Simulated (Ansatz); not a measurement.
# CdSe: one crystal by all-electron and frozen-core methods

Does the method matter for CdSe? The same cell, functional and mesh are run with LAPW, all electrons, PAW with frozen cores and datasets made for this crystal.

Method: DFT PBEsol, scalar-relativistic, in Ansatz 0.2.0.

### 1 The starting structure

Symmetry: Fm-3m, No. 225, cubic system. The conventional cell has a = 5.748 Å, b = 5.748 Å, c = 5.748 Å, α = 90.00°, β = 90.00°, γ = 90.00°. Around Cd (site symmetry m-3m) lie 6 Se at 2.87 Å. Around Se (site symmetry m-3m) lie 6 Cd at 2.87 Å.

Structure file:

```cif
data_structure
_symmetry_space_group_name_H-M 'P 1'
_symmetry_Int_Tables_number 1
_cell_length_a 4.0644
_cell_length_b 4.0644
_cell_length_c 4.0644
_cell_angle_alpha 60.000
_cell_angle_beta 60.000
_cell_angle_gamma 60.000
_cell_volume 47.48
loop_
_atom_site_label
_atom_site_type_symbol
_atom_site_fract_x
_atom_site_fract_y
_atom_site_fract_z
_atom_site_occupancy
Cd1 Cd 0.00000 0.00000 0.00000 1
Se1 Se 0.50000 0.50000 0.50000 1
```

The cell is one relaxed in the Materials Project, used as it stands.

Atoms are numbered in the order of the input: Cd1, Se2.

### 2 LAPW, all electrons

File input.yaml:

```yaml
crystal:
  lattice:
    - [0.0, 2.873958, 2.873958]
    - [2.873958, 0.0, 2.873958]
    - [2.873958, 2.873958, 0.0]
  atoms:
    - { symbol: Cd, position: [0.0, 0.0, 0.0] }
    - { symbol: Se, position: [0.5, 0.5, 0.5] }
kpoints:
  mp_grid: { grid: [11, 11, 11] }
  band_path:
    path:
      - [0.0, 0.0, 0.0]
      - [0.5, 0.0, 0.5]
      - [0.625, 0.25, 0.625]
      - [0.375, 0.375, 0.75]
      - [0.0, 0.0, 0.0]
      - [0.5, 0.5, 0.5]
      - [0.5, 0.25, 0.75]
      - [0.5, 0.0, 0.5]
    npoints: 8
scf:
  occupations: { method: fermi_dirac, width: 0.05 }
hamiltonian:
  xc: pbesol
  pseudopotentials: { kind: all_electron, lapw: { basis_error: 0.0005 } }
output:
  forces: true
  stress: true
  eigenvalues: true
  populations: true
  dos: { projected: true, de: 0.2, e_range: [-14, 8] }
```

### 3 PAW with frozen cores

Changes to input.yaml since step 2:

```diff
@@ -25,3 +25,3 @@
   xc: pbesol
-  pseudopotentials: { kind: all_electron, lapw: { basis_error: 0.0005 } }
+  pseudopotentials: { kind: paw }
 output:
@@ -30,3 +30,5 @@
   eigenvalues: true
+  efg: { contact_densities: true }
   populations: true
+  bader: true
   dos: { projected: true, de: 0.2, e_range: [-14, 8] }
```

### 4 Datasets made for this crystal

Changes to input.yaml since step 3:

```diff
@@ -25,3 +25,3 @@
   xc: pbesol
-  pseudopotentials: { kind: paw }
+  pseudopotentials: { kind: all_electron, datasets: crystal }
 output:
@@ -31,4 +31 @@
   efg: { contact_densities: true }
-  populations: true
-  bader: true
-  dos: { projected: true, de: 0.2, e_range: [-14, 8] }
```

(Steps that only read results are left out.)

Before running it: what results should come out? Wanted: pressure; gap; Bader charges.

As calculated:

| quantity | value |
| --- | --- |
| pressure | LAPW -3.86, PAW -3.87, crystal datasets -3.86 GPa |
| gap (LAPW) | none |
| Bader charges (PAW) | Cd1 +0.75, Se2 -0.75 e |

**Reading.** The pressure of -3.9 GPa pushes the cell to shrink, with the atoms held in place. There is no gap at this level: the crystal is a metal or semimetal here, or the functional closes a real gap. Within 0.3 eV of the Fermi level the largest projected share is Se 4p (84 %). The projection holds only the free atom's occupied shells (Cd 5s, Cd 4d, Se 4s, Se 4p in this range). In pressure, PAW differs from LAPW by less than 0.01 GPa.
